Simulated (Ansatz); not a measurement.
Zone-centre phonons of C at 5 GPa: input and output

The calculation used Ansatz, DFT PBEsol, scalar-relativistic, plane waves, PAW.

Launched with:
```bash
ansatz run input.yaml --threads 1 --pin off --max-ram 3072MiB --backend cpu --events-out ev --progress --plain --runs-dir out
```

Input (bare energies are in eV):
```yaml
crystal:
  lattice:
    - [2.4481204727, 0.0, 0.0]
    - [-1.2240602364, 2.1201345209, 0.0]
    - [0.0, 0.0, 3.3016449864]
  atoms:
    - { symbol: C, position: [0.3333333333, 0.6666666667, 0.0] }
    - { symbol: C, position: [0.6666666667, 0.3333333333, 0.0] }
basis:
  ecutwfc: 420
kpoints:
  mp_grid: { grid: [18, 18, 12] }
hamiltonian:
  xc: pbesol
scf:
  occupations: { method: fermi_dirac, width: 0.15 }
output:
  eigenvalues: true
phonons:
  method: dfpt
  eigenvectors: true
```

The end of the output:
```
--- Phonons (Γ-DFPT): 2 representative perturbations + reference, on 637 of 3888 k-points (Σ response iterations 6) ---
  k mesh reduced under 4 symmetry operations, with k and −k counted as one. Each operation leaves every solved displacement unchanged or reverses it
  ASR residual: 4.544e-5 → 0.000e0 eV/Å²; symmetrization residual: 1.479e-9 eV/Å²
  ASR residual per site (eV/Å²): 4.54e-5 4.54e-5
  Γ frequencies (cm⁻¹): 0.00 0.00 0.00 873.01 1598.63 1598.63
  non-analytic LO–TO correction: not included (Born effective charges unavailable; polar crystals: no LO–TO splitting at Γ)
```

Time: 21 s on 1 thread of Intel(R) Xeon(R) Platinum 8259CL CPU @ 2.50GHz (Skylake/Cascade Lake) (shared host), peak memory 0.58 GiB.

In a metal, frequencies and elastic constants depend on the k mesh and the smearing, soft modes and shear constants most. The crystal is built of layers and no dispersion correction was added, so the binding between them is poorly described, and with it their spacing and whatever depends on it.

This form isn't the element's structure at ambient conditions.